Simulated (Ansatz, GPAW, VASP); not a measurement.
KBr: 4 runs at one level of theory

```xyz
2
Lattice="0.0000 3.3000 3.3000 3.3000 0.0000 3.3000 3.3000 3.3000 0.0000" Properties=species:S:1:pos:R:3 pbc="T T T"
Br    3.3000    3.3000    3.3000
K     0.0000    0.0000    0.0000
```

Alike in all runs: task single point; functional PBE; k mesh 7 × 7 × 7; occupations gaussian, width 0.02 eV; no spin polarisation; no spin-orbit coupling. Pressure is positive in compression and, in plane waves, holds the error of the finite cutoff, which Ansatz's Pulay term estimates and takes out.

```
                          program and potentials  plane-wave cutoff (eV)  notes  pressure (GPa)
                              Ansatz, Ansatz PAW                     420      -            0.72
VASP, PBE PAW files Br, K_sv, release 54, 520 eV                     520      -            0.76
      GPAW, GPAW PAW data sets (gpaw-data 1.2.1)                     600      -            0.70
  Ansatz, all-electron LAPW, scalar-relativistic                       -      -            0.72
```

The pressure spans 0.70 (GPAW, GPAW PAW data sets (gpaw-data 1.2.1)) to 0.76 GPa (VASP, PBE PAW files Br, K_sv, release 54, 520 eV), with all-electron results at 0.72.

The functional is the same throughout but for its coding, so the spread measures potentials, basis and numerics; runs on potential files found faulty are left out.
